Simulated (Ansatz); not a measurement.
Data:

BaSnO3:
```xyz
5
Lattice="4.1218 0.0000 0.0000 0.0000 4.1218 0.0000 0.0000 0.0000 4.1218" Properties=species:S:1:pos:R:3 pbc="T T T"
Ba     0.0000     0.0000     0.0000
Sn     2.0609     2.0609     2.0609
O      0.0000     2.0609     2.0609
O      2.0609     2.0609     0.0000
O      2.0609     0.0000     2.0609
```

This is the PBEsol-relaxed structure.

Q: All from PBEsol in the plane-wave PAW code Ansatz, unless another level is named. Give the Hill bulk and shear moduli.

A: 151 and 96.7 GPa.

Q: Next, the elastic constants (relaxed ions, GPa)?

A: C11 = 284, C12 = 84.7, C44 = 94.7.

Space group Pm-3m (cubic perovskite). Symmetry was held in the PBEsol relaxation. Scalar-relativistic: spin–orbit coupling is off unless named, which matters more the heavier the elements.

Potentials: the later of the program's two PAW sets.
